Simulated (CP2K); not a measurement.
# Ti in CP2K: convergence with smearing width

Input of the first run (smearing width 0.5 eV); the others differ in this setting and in those tied to it:

File ti_converge.inp:

```
&GLOBAL
  PROJECT ti_converge
  RUN_TYPE ENERGY_FORCE
  PRINT_LEVEL LOW
&END GLOBAL
&FORCE_EVAL
  METHOD QS
  STRESS_TENSOR ANALYTICAL
  &DFT
    BASIS_SET_FILE_NAME BASIS_MOLOPT
    POTENTIAL_FILE_NAME GTH_POTENTIALS
    &MGRID
      CUTOFF 450
      REL_CUTOFF 60
      NGRIDS 4
    &END MGRID
    &QS
      METHOD GPW
      EPS_DEFAULT 1.0E-9
    &END QS
    &KPOINTS
      SCHEME MONKHORST-PACK 9 9 9
      GAMMA_CENTERED T
      SYMMETRY T
      SYMMETRY_BACKEND SPGLIB
    &END KPOINTS
    &SCF
      SCF_GUESS ATOMIC
      EPS_SCF 1.0E-6
      MAX_SCF 100
      ADDED_MOS 11
      CHOLESKY OFF
      EPS_EIGVAL 1.0E-7
      &DIAGONALIZATION ON
        ALGORITHM STANDARD
      &END DIAGONALIZATION
      &MIXING ON
        METHOD BROYDEN_MIXING
        ALPHA 0.4
        BETA 1.5
        NBUFFER 8
      &END MIXING
      &SMEAR ON
        METHOD FERMI_DIRAC
        ELECTRONIC_TEMPERATURE 5802.26
      &END SMEAR
    &END SCF
    &XC
      &XC_FUNCTIONAL
        &GGA_X_PBE
        &END GGA_X_PBE
        &GGA_C_PBE
        &END GGA_C_PBE
      &END XC_FUNCTIONAL
    &END XC
    &PRINT
      &KPOINTS ON
      &END KPOINTS
      &MULLIKEN ON
      &END MULLIKEN
      &MO ON
        ENERGIES T
        OCCUPATION_NUMBERS T
        &EACH
          QS_SCF 0
        &END EACH
        ADD_LAST NUMERIC
      &END MO
    &END PRINT
  &END DFT
  &SUBSYS
    &CELL
      A 2.8708535316 0.0000000000 0.0000000000
      B 1.4354267658 2.4862320889 0.0000000000
      C 1.4354267658 0.8287440296 2.3440420929
      PERIODIC XYZ
    &END CELL
    &COORD
      Ti  0.0000000000 0.0000000000 0.0000000000
    &END COORD
    &KIND Ti
      BASIS_SET DZVP-MOLOPT-SR-GTH-q12
      POTENTIAL GTH-PBE-q12
    &END KIND
    &PRINT
      &ATOMIC_COORDINATES ON
      &END ATOMIC_COORDINATES
      &CELL ON
      &END CELL
    &END PRINT
  &END SUBSYS
  &PRINT
    &FORCES ON
    &END FORCES
    &STRESS_TENSOR ON
    &END STRESS_TENSOR
  &END PRINT
&END FORCE_EVAL
```

Potentials or basis: GTH_POTENTIALS Ti GTH-PBE-q12; DZVP-MOLOPT-SR-GTH basis.

Command:

```bash
$ OMP_NUM_THREADS=1 cp2k.psmp -i ti_converge.inp -o ti_converge.out
```

This isn't the form of Ti at room conditions, which is hcp.

Hardware: 1 thread of Arm Neoverse V1, on a shared host.

```
smearing width  energy less the tightest run, at zero smearing (meV/atom)  pressure (GPa)  SCF cycles  CPU time (s)  peak memory (GiB)
        0.5 eV                                                     -29.91           11.31           9            34               0.23
        0.3 eV                                                     -10.23            7.62          11            40               0.23
        0.2 eV                                                      -6.08            6.32          11            40               0.23
        0.1 eV                                                      -3.47            5.57          11            40               0.23
       0.05 eV                                                      -1.68            5.48           9            34               0.23
      0.025 eV                                                      -0.43            5.51          11            40               0.23
       0.01 eV                                                       0.00            5.55          11            40               0.23
```

Against the tightest run, the energy stays within 1 meV/atom from 0.025 eV on; the pressure stays within 0.1 GPa from 0.1 eV on. Narrower smearing needs a denser k mesh, so at a fixed mesh the narrowest width isn't the most accurate. The tightest run that finished is the yardstick and may itself not be fully converged.

Caveat, for the tightest run too: the basis of atomic orbitals isn't converged, which shifts pressures, moduli and gaps.
